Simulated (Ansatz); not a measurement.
Crystal: Br.

```
Br
1.0
     3.36325   -2.32255    0.00000
     3.36325    2.32255    0.00000
     0.00000    0.00000    8.70230
Br
4
Direct
  0.36510 0.63490 0.39010
  0.13490 0.86510 0.89010
  0.63490 0.36510 0.60990
  0.86510 0.13490 0.10990
```

- Program: Ansatz 0.2.0
- Task: relaxation of cell and atoms
- Functional: PBE
- Dispersion: D4
- Potentials or basis: Ansatz PAW
- Cutoff: 420 eV (not typed: the program's choice for these potentials)
- k mesh: 7 × 7 × 3
- Occupations: fermi-dirac, width 0.05 eV
- Spin: no spin polarisation

At the start: volume 33.99 Å³/atom.

How do energy, volume and symmetry change on relaxing?

It ends after 9 steps and the volume is 30.79 Å³/atom (-9.4 %); space group Cmce (No. 64, to 0.05 Å).

The path:
```csv
step,energy change (eV),largest force (eV/Å),volume (Å³)
1,0.0000,0.8839,135.95
2,-0.1257,0.3759,123.74
3,-0.1680,0.1128,122.94
4,-0.1783,0.0268,120.30
5,-0.1813,0.0400,122.35
6,-0.1828,0.0421,123.24
7,-0.1844,0.0146,122.93
8,-0.1844,0.0009,123.18
9,-0.1835,0.0007,123.18
```

Final structure:
```
CELL_PARAMETERS angstrom
3.46775 -2.07309 0.00000
3.46775 2.07309 0.00000
0.00000 0.00000 8.56703
ATOMIC_POSITIONS crystal
Br 0.34856 0.65144 0.38084
Br 0.15144 0.84856 0.88084
Br 0.65144 0.34856 0.61916
Br 0.84856 0.15144 0.11916
```

Caveat: the plane-wave basis is chosen anew once the cell has moved, so the energies of steps on either side of that aren't comparable.
